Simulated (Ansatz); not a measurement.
# Sb (R-3m) in Ansatz: relaxation of cell and atoms with RPBE

Aim: the relaxation of cell and atoms of Sb with RPBE.

All numbers are computed with Ansatz 0.2.0; they aren't measurements. Logs are shortened: lines on timing, memory, paths and dates and some standing lists are left out, and cuts for length are marked.

## Step 1: The structure

The structure is trigonal, space group R-3m (No. 166). The conventional cell has a = 4.308 Å, b = 4.308 Å, c = 11.274 Å, α = 90.00°, β = 90.00°, γ = 120.00°. Around Sb (site symmetry 3m) lie 3 Sb at 2.91 Å.

## Step 2: Relaxation of cell and atoms, RPBE

File input.yaml:

```yaml
crystal:
  lattice:
    - [2.1542, 1.2437279499, 3.758]
    - [-2.1542, 1.2437279499, 3.758]
    - [0.0, -2.4874558998, 3.758]
  atoms:
    - { symbol: Sb, position: [0.76651, 0.76651, 0.76651] }
    - { symbol: Sb, position: [0.23349, 0.23349, 0.23349] }
hamiltonian:
  xc: rpbe
  pseudopotentials: { kind: paw }
kpoints:
  mp_grid: { grid: [8, 8, 8] }
scf:
  occupations: { method: fermi_dirac, width: 0.05 }
output:
  forces: true
  stress: true
relax:
  f_tol: 0.01
  max_steps: 40
  cell: { stress_tol: 0.05 }
```

Potentials or basis: Ansatz PAW.

Run with:

```console
$ ansatz run input.yaml --threads 2 --pin off --max-ram 5632MiB --backend cpu --events-out ev --progress --plain --runs-dir out
```

Log:

```text
Warning: RAYON_NUM_THREADS=2 ignored (pool sized by the plan → 2); use --threads N
Engine: ansatz 0.2.0, aarch64-unknown-linux-gnu
Pseudopotentials: kind: paw
Pseudopotential: Sb, paw, valence charge 15, recommended cutoff 420 eV (normal), Sb.paw.azcp
Functional definition: RPBE
  parameter kappa = 0.804
  parameter beta = 0.06672455060314922
  exchange = rpbe_x(kappa = kappa, mu = beta*pi^2/3)
  correlation = pbe_c(beta = beta)
Crystal: 2 atoms, lattice volume = 60.411 Å³
Basis set: ecut = 420 eV, 1195 PW (Γ), exchange–correlation on 64×64×64 points (8 copies of the dense FFT grid, shifted against one another)
Bands: 19, of which v1, the nominal top of the filled ones, is band 15 counted from 1 (14 counted from 0)
Symmetry: 12 space group operations
Space group: R-3m (ITA 166), of the structure as read, at distance tolerance 3.9e-5 Å
k-points: 65 of 512
Non-local potential: Sb, projectors of the file, l = 0: 2, l = 1: 2, l = 2: 2, l = 3: 2
PAW form: soft (Blöchl's): semilocal exchange-correlation on the pseudo side does not see the compensation charge
PAW frozen core: Sb, regenerated for the run's functional, and the local potential with it (the file was generated under x = pbe(κ = 0.804, μ = 0.2195149727645171), c = pbe(β = 0.06672455060314922))
PAW one-centre angular grid: Sb, 590 points (default); XC on 64 Gauss nodes
Initial density: superposition of atomic densities (neutral atoms: chi_scale 0, normalization atom), corrected by the library's trained network
Initial wavefunctions: pseudopotential atomic-orbital guess
Functional: x = rpbe, c = pbe(β = 0.06672455060314922)
SCF iter   1: F=—  HF=-12986.322151 eV  |F-HF|=—  |Δ(HF+E_count)|=         —  Δρ=2.84e-3  dr2=2.75e-3  ethr=1.77e-3  ⟨swp⟩=6.2  Hψ=6491  notcnv=0
preconditioner: auto → Kerker (q_TF=auto, 2.428 Å⁻¹)  [metal: Δε(μ)=0.025 eV  Ē_g=8.680 eV  σ=0.050 eV  W_gap=0.12  n_scr=14 (ndim 8)  ℏωp=15.1 eV  f_vac=0.002  D(μ)=0.41/eV (n_scr^D=0)]
SCF iter   2: F=—  HF=-12986.320680 eV  |F-HF|=—  |Δ(HF+E_count)|=   1.47e-3  Δρ=1.31e-3  dr2=6.13e-4  ethr=9.17e-6  ⟨swp⟩=2.2  Hψ=2738  notcnv=0
SCF iter   3: F=—  HF=-12986.320893 eV  |F-HF|=—  |Δ(HF+E_count)|=   2.13e-4  Δρ=4.79e-4  dr2=9.37e-5  ethr=2.04e-6  ⟨swp⟩=2.1  Hψ=1477  notcnv=0
SCF iter   4: F=—  HF=-12986.320957 eV  |F-HF|=—  |Δ(HF+E_count)|=   6.41e-5  Δρ=9.20e-5  dr2=7.21e-6  ethr=3.12e-7  ⟨swp⟩=2.6  Hψ=1981  notcnv=0
SCF iter   5: F=—  HF=-12986.320966 eV  |F-HF|=—  |Δ(HF+E_count)|=   8.62e-6  Δρ=3.35e-5  dr2=1.42e-6  ethr=2.40e-8  ⟨swp⟩=2.0  Hψ=1568  notcnv=0
SCF iter   6: F=—  HF=-12986.320967 eV  |F-HF|=—  |Δ(HF+E_count)|=   1.28e-6  Δρ=1.45e-5  dr2=2.03e-7  ethr=4.74e-9  ⟨swp⟩=3.0  Hψ=2241  notcnv=0
SCF iter   7: F=-12986.320967 eV  HF=-12986.320967 eV  |F-HF|=6.94e-9  |Δ(HF+E_count)|=   1.45e-7  Δρ=5.08e-6  dr2=1.72e-8  ethr=3.33e-10  ⟨swp⟩=5.0  Hψ=4053  notcnv=0
SCF 1 converged in 7 iterations: F = -12986.320967 eV  dr2 = 1.72e-8
relax step   1: F+E_penalty+E_count = -12986.32096714 eV  Δ(F+E_penalty+E_count) = +0.000e0 eV  max|allowed force component| = 1.914e-1 eV/Å  Δτ_max = 0.0000 Å  P = +4.053 GPa  Ω = 60.411 Å³  (7 SCF iters, dr2 threshold 1.00e-7 eV, accepted)
Crystal: 2 atoms, lattice volume = 67.991 Å³
Basis set: ecut = 420 eV, 1321 PW (Γ), exchange–correlation on 64×64×64 points (8 copies of the dense FFT grid, shifted against one another)
Initial density: handed on by an earlier stage of this run
Initial wavefunctions: those handed on with the density
iter 1 solved again at ethr=1.32e-5 eV; its pass at ethr=3.10e-3 eV (dr2=3.97e-3 eV) is discarded
SCF iter   1: F=—  HF=-12986.351875 eV  |F-HF|=—  |Δ(HF+E_count)|=         —  Δρ=2.22e-3  dr2=3.66e-3  ethr=1.32e-5  ⟨swp⟩=2.7  Hψ=9204  notcnv=0
preconditioner: auto → Kerker (q_TF=auto, 2.381 Å⁻¹)  [metal: Δε(μ)=0.121 eV  Ē_g=8.120 eV  σ=0.050 eV  W_gap=0.48  n_scr=14 (ndim 8)  ℏωp=14.2 eV  f_vac=0.021  D(μ)=0.26/eV (n_scr^D=0)]
SCF iter   2: F=—  HF=-12986.352624 eV  |F-HF|=—  |Δ(HF+E_count)|=   7.49e-4  Δρ=1.50e-3  dr2=2.09e-3  ethr=1.22e-5  ⟨swp⟩=1.0  Hψ=1235  notcnv=0
SCF iter   3: F=—  HF=-12986.353508 eV  |F-HF|=—  |Δ(HF+E_count)|=   8.84e-4  Δρ=3.75e-4  dr2=1.97e-4  ethr=6.97e-6  ⟨swp⟩=2.0  Hψ=1453  notcnv=0
SCF iter   4: F=—  HF=-12986.353727 eV  |F-HF|=—  |Δ(HF+E_count)|=   2.19e-4  Δρ=1.68e-4  dr2=2.20e-5  ethr=6.57e-7  ⟨swp⟩=2.0  Hψ=1562  notcnv=0
SCF iter   5: F=—  HF=-12986.353786 eV  |F-HF|=—  |Δ(HF+E_count)|=   5.88e-5  Δρ=4.65e-5  dr2=1.72e-6  ethr=7.33e-8  ⟨swp⟩=3.0  Hψ=2239  notcnv=0
SCF iter   6: F=-12986.353793 eV  HF=-12986.353793 eV  |F-HF|=1.84e-7  |Δ(HF+E_count)|=   7.13e-6  Δρ=1.03e-5  dr2=6.44e-8  ethr=6.67e-10  ⟨swp⟩=3.5  Hψ=5184  notcnv=0
SCF 2 converged in 6 iterations: F = -12986.353793 eV  dr2 = 6.44e-8
relax step   2: F+E_penalty+E_count = -12986.35379305 eV  Δ(F+E_penalty+E_count) = -3.283e-2 eV  max|allowed force component| = 3.609e-1 eV/Å  Δτ_max = 0.0024 Å  P = -1.923 GPa  Ω = 67.991 Å³  energy of the carried Pulay correction = -1.490e-3 eV  (6 SCF iters, dr2 threshold 2.00e-7 eV, accepted)
Crystal: 2 atoms, lattice volume = 65.838 Å³
Basis set: ecut = 420 eV, 1297 PW (Γ), exchange–correlation on 64×64×64 points (8 copies of the dense FFT grid, shifted against one another)
iter 1 solved again at ethr=3.41e-6 eV; its pass at ethr=3.10e-3 eV (dr2=1.02e-3 eV) is discarded
SCF iter   1: F=—  HF=-12986.378518 eV  |F-HF|=—  |Δ(HF+E_count)|=         —  Δρ=1.13e-3  dr2=9.09e-4  ethr=3.41e-6  ⟨swp⟩=2.0  Hψ=7918  notcnv=0
preconditioner: auto → Kerker (q_TF=auto, 2.393 Å⁻¹)  [metal: Δε(μ)=0.080 eV  Ē_g=8.287 eV  σ=0.050 eV  W_gap=0.35  n_scr=14 (ndim 8)  ℏωp=14.5 eV  f_vac=0.006  D(μ)=0.28/eV (n_scr^D=0)]
SCF iter   2: F=—  HF=-12986.378505 eV  |F-HF|=—  |Δ(HF+E_count)|=   1.24e-5  Δρ=7.42e-4  dr2=4.61e-4  ethr=3.03e-6  ⟨swp⟩=1.0  Hψ=1235  notcnv=0
SCF iter   3: F=—  HF=-12986.378477 eV  |F-HF|=—  |Δ(HF+E_count)|=   2.84e-5  Δρ=1.41e-4  dr2=2.08e-5  ethr=1.54e-6  ⟨swp⟩=2.0  Hψ=1426  notcnv=0
SCF iter   4: F=—  HF=-12986.378494 eV  |F-HF|=—  |Δ(HF+E_count)|=   1.68e-5  Δρ=5.88e-5  dr2=2.84e-6  ethr=6.95e-8  ⟨swp⟩=2.0  Hψ=1562  notcnv=0
SCF iter   5: F=—  HF=-12986.378500 eV  |F-HF|=—  |Δ(HF+E_count)|=   5.68e-6  Δρ=1.59e-5  dr2=2.03e-7  ethr=9.47e-9  ⟨swp⟩=2.0  Hψ=1606  notcnv=0
SCF iter   6: F=-12986.378500 eV  HF=-12986.378500 eV  |F-HF|=5.09e-8  |Δ(HF+E_count)|=   7.35e-7  Δρ=4.60e-6  dr2=1.25e-8  ethr=6.67e-10  ⟨swp⟩=4.9  Hψ=4046  notcnv=0
SCF 3 converged in 6 iterations: F = -12986.378500 eV  dr2 = 1.25e-8
relax step   3: F+E_penalty+E_count = -12986.37850037 eV  Δ(F+E_penalty+E_count) = -2.471e-2 eV  max|allowed force component| = 9.565e-2 eV/Å  Δτ_max = 0.0165 Å  P = -0.206 GPa  Ω = 65.838 Å³  energy of the carried Pulay correction = -1.085e-3 eV  (6 SCF iters, dr2 threshold 2.00e-7 eV, accepted)
[... 26 lines left out ...]
SCF iter   3: F=—  HF=-12986.383802 eV  |F-HF|=—  |Δ(HF+E_count)|=   6.69e-7  Δρ=2.85e-5  dr2=9.73e-7  ethr=4.54e-8  ⟨swp⟩=2.1  Hψ=1448  notcnv=0
SCF iter   4: F=—  HF=-12986.383802 eV  |F-HF|=—  |Δ(HF+E_count)|=   7.27e-8  Δρ=1.09e-5  dr2=1.53e-7  ethr=3.24e-9  ⟨swp⟩=3.0  Hψ=2217  notcnv=0
SCF iter   5: F=-12986.383802 eV  HF=-12986.383802 eV  |F-HF|=7.86e-9  |Δ(HF+E_count)|=   6.47e-8  Δρ=2.56e-6  dr2=5.34e-9  ethr=1.52e-10  ⟨swp⟩=5.0  Hψ=4046  notcnv=0
SCF 6 converged in 5 iterations: F = -12986.383802 eV  dr2 = 5.34e-9
relax step   6: F+E_penalty+E_count = -12986.38380166 eV  Δ(F+E_penalty+E_count) = -2.351e-4 eV  max|allowed force component| = 6.026e-3 eV/Å  Δτ_max = 0.0038 Å  P = +0.030 GPa  Ω = 66.753 Å³  energy of the carried Pulay correction = -1.259e-3 eV  (5 SCF iters, dr2 threshold 4.57e-8 eV, accepted)
Crystal: 2 atoms, lattice volume = 66.924 Å³
Basis set: ecut = 420 eV, 1315 PW (Γ), exchange–correlation on 64×64×64 points (8 copies of the dense FFT grid, shifted against one another)
iter 1 solved again at ethr=4.18e-8 eV; its pass at ethr=3.10e-3 eV (dr2=1.25e-5 eV) is discarded
SCF iter   1: F=—  HF=-12986.383809 eV  |F-HF|=—  |Δ(HF+E_count)|=         —  Δρ=1.34e-4  dr2=8.78e-6  ethr=4.18e-8  ⟨swp⟩=3.0  Hψ=7665  notcnv=0
preconditioner: auto → Kerker (q_TF=auto, 2.387 Å⁻¹)  [metal: Δε(μ)=0.102 eV  Ē_g=8.261 eV  σ=0.050 eV  W_gap=0.39  n_scr=14 (ndim 8)  ℏωp=14.4 eV  f_vac=0.011  D(μ)=0.23/eV (n_scr^D=0)]
SCF iter   2: F=—  HF=-12986.383807 eV  |F-HF|=—  |Δ(HF+E_count)|=   2.12e-6  Δρ=8.17e-5  dr2=3.26e-6  ethr=2.93e-8  ⟨swp⟩=1.0  Hψ=1235  notcnv=0
SCF iter   3: F=—  HF=-12986.383807 eV  |F-HF|=—  |Δ(HF+E_count)|=   2.97e-7  Δρ=1.16e-5  dr2=1.50e-7  ethr=1.09e-8  ⟨swp⟩=2.0  Hψ=1439  notcnv=0
SCF iter   4: F=—  HF=-12986.383807 eV  |F-HF|=—  |Δ(HF+E_count)|=   5.75e-9  Δρ=4.93e-6  dr2=3.11e-8  ethr=5.01e-10  ⟨swp⟩=3.0  Hψ=2229  notcnv=0
SCF iter   5: F=—  HF=-12986.383807 eV  |F-HF|=—  |Δ(HF+E_count)|=   1.21e-8  Δρ=1.39e-6  dr2=2.09e-9  ethr=1.04e-10  ⟨swp⟩=2.0  Hψ=1562  notcnv=0
SCF iter   6: F=—  HF=-12986.383807 eV  |F-HF|=—  |Δ(HF+E_count)|=   2.11e-9  Δρ=5.19e-7  dr2=4.07e-10  ethr=6.95e-12  ⟨swp⟩=2.0  Hψ=1563  notcnv=0
SCF iter   7: F=—  HF=-12986.383807 eV  |F-HF|=—  |Δ(HF+E_count)|=  4.78e-10  Δρ=2.16e-7  dr2=6.31e-11  ethr=1.36e-12  ⟨swp⟩=2.0  Hψ=1568  notcnv=0
SCF iter   8: F=-12986.383807 eV  HF=-12986.383807 eV  |F-HF|=1.09e-11  |Δ(HF+E_count)|=  2.18e-11  Δρ=7.86e-8  dr2=4.23e-12  ethr=1.00e-12  ⟨swp⟩=6.2  Hψ=5073  notcnv=0
SCF 7 converged in 8 iterations: F = -12986.383807 eV  dr2 = 4.23e-12
relax step   7: F+E_penalty+E_count = -12986.38380723 eV  Δ(F+E_penalty+E_count) = -5.566e-6 eV  max|allowed force component| = 2.849e-3 eV/Å  Δτ_max = 0.0025 Å  P = +0.005 GPa  Ω = 66.924 Å³  energy of the carried Pulay correction = -1.291e-3 eV  (8 SCF iters, accepted)
Initial wavefunctions: pseudopotential atomic-orbital guess (no wavefunctions were taken with the density)
iter 1 solved again at ethr=2.39e-7 eV; its pass at ethr=3.10e-3 eV (dr2=7.18e-5 eV) is discarded
SCF iter   1: F=—  HF=-12986.384858 eV  |F-HF|=—  |Δ(HF+E_count)|=         —  Δρ=6.68e-5  dr2=3.40e-7  ethr=2.39e-7  ⟨swp⟩=3.0  Hψ=9637  notcnv=0
SCF iter   2: F=—  HF=-12986.384859 eV  |F-HF|=—  |Δ(HF+E_count)|=   1.37e-6  Δρ=3.44e-5  dr2=8.29e-8  ethr=1.13e-9  ⟨swp⟩=2.1  Hψ=2174  notcnv=0
SCF iter   3: F=—  HF=-12986.384861 eV  |F-HF|=—  |Δ(HF+E_count)|=   1.22e-6  Δρ=3.55e-6  dr2=1.14e-9  ethr=2.76e-10  ⟨swp⟩=2.2  Hψ=2008  notcnv=0
SCF iter   4: F=—  HF=-12986.384861 eV  |F-HF|=—  |Δ(HF+E_count)|=   1.62e-8  Δρ=5.95e-7  dr2=8.76e-11  ethr=3.79e-12  ⟨swp⟩=2.0  Hψ=2205  notcnv=0
SCF iter   5: F=-12986.384861 eV  HF=-12986.384861 eV  |F-HF|=3.64e-12  |Δ(HF+E_count)|=  1.78e-10  Δρ=5.24e-8  dr2=1.63e-12  ethr=1.00e-12  ⟨swp⟩=6.5  Hψ=5448  notcnv=0
SCF 8 converged in 5 iterations: F = -12986.384861 eV  dr2 = 1.63e-12
relax step   8: F+E_penalty+E_count = -12986.38486068 eV  Δ(F+E_penalty+E_count) = -1.053e-3 eV  max|allowed force component| = 2.622e-3 eV/Å  Δτ_max = 0.0000 Å  P = -0.001 GPa  Ω = 66.924 Å³  stress off target by 1.50e-2 GPa  SCF on the basis re-selected at this cell (its energy is not comparable with the rows above)  (5 SCF iters)
basis re-selected at this cell: Δ(F+E_penalty+E_count) = -1.053e-3 eV, ΔP = -0.005 GPa vs the last step (what re-selecting the basis moved, of the pressure what is left beyond the Pulay correction that the steps carried, after the strain that the cell walked since its last selection, with what the two solves' SCF thresholds leave and, on support functions, any second-order correction that the steps lacked; it is no measure of the basis error at this ecutwfc). This SCF's stress stands 1.50e-2 GPa from its target on what of the cell is left free (relax.cell.stress_tol is 5.00e-2 GPa) and its largest allowed force component is 2.62e-3 eV/Å (relax.f_tol is 1.00e-2 eV/Å): within both
SCF converged after 5 iterations
Free energy (F): -12986.384861 eV
Harris-Foulkes:  -12986.384861 eV  (|F-HF|=3.64e-12)
Internal energy: -12986.383011 eV  (E = F + TS)
E sigma→0 (E₀):  -12986.383936 eV
Entropy (-TS):   -0.001850 eV (-0.925 meV/atom)
Fermi energy:    8.806527 eV
--- Per-component energies (eV) ---
  E_band       = -375.223070
  E_kinetic    = 411.141771
  E_local      = -3368.827249  (includes V_loc(G=0)·N_el)
  E_nonlocal   = 722.877091
  E_hartree    = 1518.843451
  E_xc         = -276.075578
  E_vxc        = -190.469351  (∫ρ·V_xc dr)
  E_paw        = -9167.898165  (= ΣΔE_a)
  E_vpaw       = -987.632281  (= ΣTr[D̂ρ^β])
  E_aug_tail   = -0.000003  (compensation charges beyond the density's cutoff)
  E_ewald      = -2826.424688
  E_core_change = -0.019642  (= ΣΔE_core)
  E_smearing   = -0.001850  (= −TS)
  E_closure    = -0.000000  (closes the sum)
  Σ components = -12986.384861   (vs F -12986.384861, Δ=0.00e0)
--- Forces (eV/Å), atoms counted from 1 ---
  atom   1  Sb    -0.00000000     0.00000000    -0.00262232
  atom   2  Sb     0.00000000    -0.00000000     0.00262232
  max |Σ_I F_I| component: 9.25e-18 eV/Å
--- Stress (GPa, compression-positive) ---
       -0.008349      -0.000000      -0.000000
       -0.000000      -0.008349       0.000000
       -0.000000       0.000000       0.014988
  P = ⅓ Tr σ = -0.0006 GPa (-0.006 kbar)
--- Relaxed structure (7 steps of the walk, 7 accepted, 1 SCFs on fresh bases) ---
  F+E_penalty+E_count = -12986.38486068 eV   max|allowed force component| = 2.622e-3 eV/Å   (the final SCF, on the basis selected at the relaxed cell)
  cell:  # Å, volume = 66.9239 Å³
    - [2.1994207855861467, 1.2698361826194198, 3.993684604975882]
    - [-2.1994207855861467, 1.2698361826194198, 3.993684604975882]
    - [-2.234657863114124e-34, -2.5396723652388395, 3.993684604975882]
  atoms:
    - { symbol: Sb, position: [0.7699217341384691, 0.7699217341384691, 0.7699217341384691] }
    - { symbol: Sb, position: [0.23007826586153102, 0.23007826586153102, 0.23007826586153102] }
```

Run time: 14 s. Hardware: 2 threads of Arm Neoverse V1, shared host; peak memory 0.38 GiB.

Results:

```
Free energy                            : -12986.3849 eV
Relaxed volume                         : 33.46 Å³/atom
Relaxed cell                           : a = 4.733 Å, b = 4.733 Å, c = 4.733 Å, α = 55.38°, β = 55.38°, γ = 55.38°
Space group after relaxing (to 0.05 Å) : R-3m (No. 166)
Energy gained by relaxing              : 31.9 meV/atom
Ionic steps                            : 8
Pressure after relaxing                : 0.0 GPa
```

Forces on the atoms (eV/Å):
```
Sb   0.000  0.000 -0.003
Sb   0.000  0.000  0.003
```

The path:
```tsv
step	energy change (eV)	largest force (eV/Å)	volume (Å³)
1	0.0000	0.1914	60.41
2	-0.0328	0.3609	67.99
3	-0.0575	0.0957	65.84
4	-0.0606	0.0295	65.65
5	-0.0626	0.0129	66.48
6	-0.0628	0.0060	66.75
7	-0.0628	0.0028	66.92
8	-0.0639	0.0026	66.92
```

Final structure:
```yaml
crystal:
  lattice:
    - [2.19942, 1.26984, 3.99368]
    - [-2.19942, 1.26984, 3.99368]
    - [0.00000, -2.53967, 3.99368]
  atoms:
    - { symbol: Sb, position: [0.76992, 0.76992, 0.76992] }
    - { symbol: Sb, position: [0.23008, 0.23008, 0.23008] }
```

Caveat: the plane-wave basis is chosen anew once the cell has moved, so the energies of steps on either side of that aren't comparable; the volume moved by +11 % from the deposited cell, more than functionals usually miss; the PAW data sets come from PBE, with cores solved anew for the run's functional, which leaves a small shift of forces and pressure. Zero-point motion and thermal expansion aren't in these numbers.
